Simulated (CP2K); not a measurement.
# WS2 (Tungstenite) (P6_3/mmc) in CP2K: a series of runs, part 2 of 2

CP2K 2026.2. The steps go on from the part before.

### 3 Band structure, LDA

The input, ws2_bands.inp:

```
&GLOBAL
  PROJECT ws2_bands
  RUN_TYPE ENERGY_FORCE
  PRINT_LEVEL LOW
&END GLOBAL
&FORCE_EVAL
  METHOD QS
  STRESS_TENSOR ANALYTICAL
  &DFT
    BASIS_SET_FILE_NAME BASIS_MOLOPT_UZH
    POTENTIAL_FILE_NAME GTH_POTENTIALS
    &MGRID
      CUTOFF 450
      REL_CUTOFF 60
      NGRIDS 4
    &END MGRID
    &QS
      METHOD GPW
      EPS_DEFAULT 1.0E-10
    &END QS
    &KPOINTS
      SCHEME MONKHORST-PACK 10 10 3
      GAMMA_CENTERED T
      SYMMETRY T
      SYMMETRY_BACKEND SPGLIB
    &END KPOINTS
    &SCF
      SCF_GUESS ATOMIC
      EPS_SCF 1.0E-6
      MAX_SCF 100
      ADDED_MOS 24
      CHOLESKY OFF
      EPS_EIGVAL 1.0E-7
      &DIAGONALIZATION ON
        ALGORITHM STANDARD
      &END DIAGONALIZATION
      &MIXING ON
        METHOD BROYDEN_MIXING
        ALPHA 0.4
        BETA 1.5
        NBUFFER 8
      &END MIXING
      &SMEAR ON
        METHOD FERMI_DIRAC
        ELECTRONIC_TEMPERATURE [K] 580.226
      &END SMEAR
    &END SCF
    &XC
      &XC_FUNCTIONAL
        &LDA_X
        &END LDA_X
        &LDA_C_PW
        &END LDA_C_PW
      &END XC_FUNCTIONAL
    &END XC
    &PRINT
      &KPOINTS ON
      &END KPOINTS
      &MULLIKEN ON
      &END MULLIKEN
      &MO ON
        ENERGIES T
        OCCUPATION_NUMBERS T
        &EACH
          QS_SCF 0
        &END EACH
        ADD_LAST NUMERIC
      &END MO
      &BAND_STRUCTURE
        FILE_NAME bands.bs
        ADDED_MOS 2
        &KPOINT_SET
          UNITS B_VECTOR
          NPOINTS 6
          SPECIAL_POINT GAMMA 0.00000000 0.00000000 0.00000000
          SPECIAL_POINT M 0.50000000 0.00000000 0.00000000
          SPECIAL_POINT K 0.33333333 0.33333333 0.00000000
          SPECIAL_POINT GAMMA 0.00000000 0.00000000 0.00000000
          SPECIAL_POINT A 0.00000000 0.00000000 0.50000000
          SPECIAL_POINT L 0.50000000 0.00000000 0.50000000
          SPECIAL_POINT H 0.33333333 0.33333333 0.50000000
          SPECIAL_POINT A 0.00000000 0.00000000 0.50000000
        &END KPOINT_SET
        &KPOINT_SET
          UNITS B_VECTOR
          NPOINTS 6
          SPECIAL_POINT L 0.50000000 0.00000000 0.50000000
          SPECIAL_POINT M 0.50000000 0.00000000 0.00000000
        &END KPOINT_SET
        &KPOINT_SET
          UNITS B_VECTOR
          NPOINTS 6
          SPECIAL_POINT K 0.33333333 0.33333333 0.00000000
          SPECIAL_POINT H 0.33333333 0.33333333 0.50000000
        &END KPOINT_SET
      &END BAND_STRUCTURE
    &END PRINT
  &END DFT
  &SUBSYS
    &CELL
      A 3.1800000000 0.0000000000 0.0000000000
      B -1.5900000000 2.7539607840 0.0000000000
      C 0.0000000000 0.0000000000 12.5000000000
      PERIODIC XYZ
    &END CELL
    &COORD
      SCALED
      W   0.6666666667 0.3333333333 0.7500000000
      W   0.3333333333 0.6666666667 0.2500000000
      S   0.6666666667 0.3333333333 0.3750000000
      S   0.3333333333 0.6666666667 0.8750000000
      S   0.6666666667 0.3333333333 0.1250000000
      S   0.3333333333 0.6666666667 0.6250000000
    &END COORD
    &KIND W
      BASIS_SET TZVP-MOLOPT-PBE-GTH-q14
      POTENTIAL GTH-PADE-q14
    &END KIND
    &KIND S
      BASIS_SET TZVP-MOLOPT-PBE-GTH-q6
      POTENTIAL GTH-PADE-q6
    &END KIND
    &PRINT
      &ATOMIC_COORDINATES ON
      &END ATOMIC_COORDINATES
      &CELL ON
      &END CELL
      &SYMMETRY ON
      &END SYMMETRY
    &END PRINT
  &END SUBSYS
  &PRINT
    &FORCES ON
    &END FORCES
    &STRESS_TENSOR ON
    &END STRESS_TENSOR
  &END PRINT
&END FORCE_EVAL
```

Potentials or basis: GTH_POTENTIALS W GTH-PADE-q14, S GTH-PADE-q6; TZVP-MOLOPT-PBE-GTH basis.

Command:

```bash
OMP_NUM_THREADS=2 cp2k.psmp -i ws2_bands.inp -o ws2_bands.out
```

ws2_bands.out:

```text

 CP2K| version string:                                       CP2K version 2026.2
 CP2K| Input file name                                             ws2_bands.inp

 GLOBAL| Force Environment number                                              1
 GLOBAL| Basis set file name                                    BASIS_MOLOPT_UZH
 GLOBAL| Potential file name                                      GTH_POTENTIALS
 GLOBAL| MM Potential file name                                     MM_POTENTIAL
 GLOBAL| Coordinate file name                                      __STD_INPUT__
 GLOBAL| Method name                                                        CP2K
 GLOBAL| Project name                                                  ws2_bands
 GLOBAL| Run type                                                   ENERGY_FORCE
 GLOBAL| FFT library                                                       FFTW3
[... 5 lines left out ...]
 GLOBAL| Global print level                                                  LOW
 GLOBAL| Total number of message passing processes                             1
 GLOBAL| Number of threads for this process                                    2
 GLOBAL| CPU model name                                                  UNKNOWN

[... 1003 lines left out ...]
 ENERGY| Total FORCE_EVAL ( QS ) energy [hartree]           -178.118876574181513

 FORCES| Atomic forces [hartree/bohr]
 FORCES|   Atom     x               y               z               |f|
 FORCES|      1 -5.23188675E-07 -6.74152178E-07 -1.51089316E-08   8.53484522E-07
 FORCES|      2  4.46972499E-07  3.93587630E-07  5.36815953E-09   5.95587487E-07
 FORCES|      3 -1.43508841E-07 -4.79360621E-07  1.21552411E-02   1.21552411E-02
 FORCES|      4  1.81616958E-07  6.19674191E-07  1.21552740E-02   1.21552741E-02
 FORCES|      5 -1.43508785E-07 -4.79226911E-07 -1.21551967E-02   1.21551967E-02
 FORCES|      6  1.81616989E-07  6.19477739E-07 -1.21553088E-02   1.21553088E-02
 FORCES| Sum     1.45408377E-13 -1.50946041E-13  2.94334002E-13
 FORCES| Total atomic force                                       3.61331991E-13

 STRESS| Analytical stress tensor [bar]
 STRESS|                        x                   y                   z
 STRESS|      x       -2.33339583590E+05  -1.36153385474E+00  -9.32353622260E-08
 STRESS|      y       -1.36153385474E+00  -2.33352148945E+05   2.73910920912E-04
 STRESS|      z       -9.32353622260E-08   2.73910920912E-04   1.10607558247E+04
 STRESS| 1/3 Trace                                            -1.51876992237E+05
 STRESS| Determinant                                           6.02261398366E+14

 STRESS| Eigenvectors and eigenvalues of the analytical stress tensor [bar]
 STRESS|                        1                   2                   3
 STRESS| Eigenvalues  -2.33352294783E+05  -2.33339437752E+05   1.10607558247E+04
 STRESS|      x           0.106503760540      0.994312299527     -0.000000000000
 STRESS|      y           0.994312299527     -0.106503760540      0.000000001121
 STRESS|      z          -0.000000001114      0.000000000120      1.000000000000
```

It took 64 s on 2 threads of Arm Neoverse V1, shared host; peak memory 0.55 GiB.

Results:

```
Free energy             : -4846.8611 eV
Pressure                : -15.2 GPa
Largest force           : 0.625 eV/Å
Band gap on the k mesh  : 0.88 eV, indirect (least direct gap 2.00 eV)
Band gap along the path : 0.83 eV, indirect (least direct gap 1.75 eV)
Mulliken charges        : W -2.13; S +1.07 e
```

Forces on the atoms (eV/Å):
```
W    0.000  0.000  0.000
W    0.000  0.000  0.000
S    0.000  0.000  0.625
S    0.000  0.000  0.625
S    0.000  0.000 -0.625
S    0.000  0.000 -0.625
```

Levels at the corners of the path, in eV from the valence-band top:
| point | band 22 | band 23 | band 24 | band 25 | band 26 | band 27 | band 28 | band 29 | band 30 | band 31 |
| --- | --- | --- | --- | --- | --- | --- | --- | --- | --- | --- |
| Γ | -2.55 | -2.55 | -1.79 | -1.16 | 0.00 | 2.00 | 2.00 | 2.01 | 2.01 | 2.07 |
| M | -2.88 | -2.27 | -2.12 | -1.83 | -1.64 | 1.64 | 1.68 | 2.60 | 2.85 | 2.97 |
| K | -4.25 | -3.07 | -3.07 | -0.81 | -0.62 | 1.13 | 1.13 | 2.15 | 3.20 | 3.20 |
| Γ | -2.55 | -2.55 | -1.79 | -1.16 | 0.00 | 2.00 | 2.00 | 2.01 | 2.01 | 2.07 |
| A | -2.58 | -2.58 | -2.58 | -0.33 | -0.33 | 2.00 | 2.00 | 2.00 | 2.00 | 2.16 |
| L | -2.97 | -2.19 | -2.19 | -1.73 | -1.73 | 1.65 | 1.65 | 2.75 | 2.75 | 3.27 |
| H | -3.98 | -3.21 | -3.21 | -0.72 | -0.72 | 1.13 | 1.13 | 2.68 | 2.68 | 3.29 |
| A | -2.58 | -2.58 | -2.58 | -0.33 | -0.33 | 2.00 | 2.00 | 2.00 | 2.00 | 2.16 |
| L | -2.97 | -2.19 | -2.19 | -1.73 | -1.73 | 1.65 | 1.65 | 2.75 | 2.75 | 3.27 |
| M | -2.88 | -2.27 | -2.12 | -1.83 | -1.64 | 1.64 | 1.68 | 2.60 | 2.85 | 2.97 |
| K | -4.25 | -3.07 | -3.07 | -0.81 | -0.62 | 1.13 | 1.13 | 2.15 | 3.20 | 3.20 |
| H | -3.98 | -3.21 | -3.21 | -0.72 | -0.72 | 1.13 | 1.13 | 2.68 | 2.68 | 3.29 |

Caveat: Mulliken charges move with the basis; so large a pressure means that the cell lies far from this level's equilibrium, or that cutoff or potentials fall short; spin-orbit coupling is left out, which moves the levels of the heavy elements; the basis of atomic orbitals isn't converged, which shifts pressures, moduli and gaps.

### 4 Band structure, PBEsol

ws2_bands.inp: that of step 3 with these lines changed.

```diff
@@ -10,3 +10,3 @@
     BASIS_SET_FILE_NAME BASIS_MOLOPT_UZH
-    POTENTIAL_FILE_NAME GTH_POTENTIALS
+    POTENTIAL_FILE_NAME POTENTIAL_UZH
     &MGRID
@@ -18,3 +18,3 @@
       METHOD GPW
-      EPS_DEFAULT 1.0E-10
+      EPS_DEFAULT 1.0E-9
     &END QS
@@ -49,6 +49,6 @@
       &XC_FUNCTIONAL
-        &LDA_X
-        &END LDA_X
-        &LDA_C_PW
-        &END LDA_C_PW
+        &GGA_X_PBE_SOL
+        &END GGA_X_PBE_SOL
+        &GGA_C_PBE_SOL
+        &END GGA_C_PBE_SOL
       &END XC_FUNCTIONAL
@@ -68,8 +68,13 @@
       &END MO
+      &LOWDIN ON
+      &END LOWDIN
+      &HIRSHFELD ON
+        SHAPE_FUNCTION DENSITY
+      &END HIRSHFELD
       &BAND_STRUCTURE
         FILE_NAME bands.bs
-        ADDED_MOS 2
+        ADDED_MOS 4
         &KPOINT_SET
           UNITS B_VECTOR
-          NPOINTS 6
+          NPOINTS 10
           SPECIAL_POINT GAMMA 0.00000000 0.00000000 0.00000000
@@ -85,3 +90,3 @@
           UNITS B_VECTOR
-          NPOINTS 6
+          NPOINTS 10
           SPECIAL_POINT L 0.50000000 0.00000000 0.50000000
@@ -91,3 +96,3 @@
           UNITS B_VECTOR
-          NPOINTS 6
+          NPOINTS 10
           SPECIAL_POINT K 0.33333333 0.33333333 0.00000000
@@ -106,9 +111,8 @@
     &COORD
-      SCALED
-      W   0.6666666667 0.3333333333 0.7500000000
-      W   0.3333333333 0.6666666667 0.2500000000
-      S   0.6666666667 0.3333333333 0.3750000000
-      S   0.3333333333 0.6666666667 0.8750000000
-      S   0.6666666667 0.3333333333 0.1250000000
-      S   0.3333333333 0.6666666667 0.6250000000
+      W   1.5900000002 0.9179869279 9.3750000000
+      W   -0.0000000002 1.8359738561 3.1250000000
+      S   1.5900000002 0.9179869279 4.6875000000
+      S   -0.0000000002 1.8359738561 10.9375000000
+      S   1.5900000002 0.9179869279 1.5625000000
+      S   -0.0000000002 1.8359738561 7.8125000000
     &END COORD
@@ -116,3 +120,3 @@
       BASIS_SET TZVP-MOLOPT-PBE-GTH-q14
-      POTENTIAL GTH-PADE-q14
+      POTENTIAL GTH-PBE-q14
     &END KIND
@@ -120,3 +124,3 @@
       BASIS_SET TZVP-MOLOPT-PBE-GTH-q6
-      POTENTIAL GTH-PADE-q6
+      POTENTIAL GTH-PBE-q6
     &END KIND
@@ -127,4 +131,2 @@
       &END CELL
-      &SYMMETRY ON
-      &END SYMMETRY
     &END PRINT
```

Potentials or basis: POTENTIAL_UZH W GTH-PBE-q14, S GTH-PBE-q6; TZVP-MOLOPT-PBE-GTH basis.

Command:

```bash
OMP_NUM_THREADS=2 cp2k.psmp -i ws2_bands.inp -o ws2_bands.out
```

Run time: 50 s. Hardware: 2 threads of Arm Neoverse V1, shared host; peak memory 0.58 GiB.

The run converged. Its results:

```
Free energy             : -4819.0644 eV
Pressure                : -2.2 GPa
Largest force           : 0.066 eV/Å
Band gap on the k mesh  : 1.07 eV, indirect (least direct gap 2.10 eV)
Band gap along the path : 1.00 eV, indirect (least direct gap 1.74 eV)
Mulliken charges        : W -0.09; S +0.05 e
Hirshfeld charges       : W +0.12; S -0.06 e
```

Forces on the atoms (eV/Å):
```
W    0.000  0.000  0.000
W    0.000  0.000  0.000
S    0.000  0.000 -0.066
S    0.000  0.000 -0.066
S    0.000  0.000  0.066
S    0.000  0.000  0.066
```

Stress tensor (GPa, compression positive):
```
-3.07  0.00  0.00
 0.00 -3.07  0.00
 0.00  0.00 -0.35
```

Levels at the corners of the path, in eV from the valence-band top:
| point | band 23 | band 24 | band 25 | band 26 | band 27 | band 28 | band 29 | band 30 |
| --- | --- | --- | --- | --- | --- | --- | --- | --- |
| Γ | -2.30 | -1.60 | -1.14 | 0.00 | 2.24 | 2.24 | 2.24 | 2.24 |
| M | -2.05 | -1.89 | -1.72 | -1.55 | 2.22 | 2.26 | 2.57 | 2.79 |
| K | -2.92 | -2.92 | -0.76 | -0.59 | 1.15 | 1.15 | 2.12 | 3.26 |
| Γ | -2.30 | -1.60 | -1.14 | 0.00 | 2.24 | 2.24 | 2.24 | 2.24 |
| A | -2.32 | -2.32 | -0.31 | -0.31 | 2.23 | 2.23 | 2.23 | 2.23 |
| L | -1.97 | -1.97 | -1.62 | -1.62 | 2.24 | 2.24 | 2.70 | 2.70 |
| H | -3.05 | -3.05 | -0.68 | -0.68 | 1.15 | 1.15 | 2.62 | 2.62 |
| A | -2.32 | -2.32 | -0.31 | -0.31 | 2.23 | 2.23 | 2.23 | 2.23 |
| L | -1.97 | -1.97 | -1.62 | -1.62 | 2.24 | 2.24 | 2.70 | 2.70 |
| M | -2.05 | -1.89 | -1.72 | -1.55 | 2.22 | 2.26 | 2.57 | 2.79 |
| K | -2.92 | -2.92 | -0.76 | -0.59 | 1.15 | 1.15 | 2.12 | 3.26 |
| H | -3.05 | -3.05 | -0.68 | -0.68 | 1.15 | 1.15 | 2.62 | 2.62 |

Caveat: Mulliken charges move with the basis; the potentials were made for another functional, which shifts forces and pressure; spin-orbit coupling is left out, which moves the levels of the heavy elements; this functional lacks dispersion, which binds the layers, so the pressure and a relaxed spacing across them are unreliable; the basis of atomic orbitals isn't converged, which shifts pressures, moduli and gaps.

### 5 Overview

```tsv
level	potentials or basis	smearing	EPS_DEFAULT	points a segment of the path (NPOINTS)	bands added on the path	gap on the mesh (eV)	pressure (GPa)	largest force (eV/Å)
PBE	POTENTIAL_UZH W GTH-PBE-q14, S GTH-PBE-q6; TZVP-MOLOPT-PBE-GTH basis	fermi-dirac 0.01 eV	1.0E-10	6	4	1.12	1.7	0.08
LDA	GTH_POTENTIALS W GTH-PADE-q14, S GTH-PADE-q6; TZVP-MOLOPT-PBE-GTH basis	fermi-dirac 0.05 eV	1.0E-10	6	2	0.88	-15.2	0.63
PBEsol	POTENTIAL_UZH W GTH-PBE-q14, S GTH-PBE-q6; TZVP-MOLOPT-PBE-GTH basis	fermi-dirac 0.05 eV	1.0E-9	10	4	1.07	-2.2	0.07
```

Alike in all rows: task band structure; no spin polarisation; cell as given; k mesh 10 × 10 × 3.

Caveats: spin-orbit coupling is left out, which moves the levels of the heavy elements; the basis of atomic orbitals isn't converged, which shifts pressures, moduli and gaps; this functional lacks dispersion, which binds the layers, so the pressure and a relaxed spacing across them are unreliable (some runs); so large a pressure means that the cell lies far from this level's equilibrium, or that cutoff or potentials fall short (some runs); the potentials were made for another functional, which shifts forces and pressure (some runs).

Absolute energies hang on the potentials; compare differences alone.
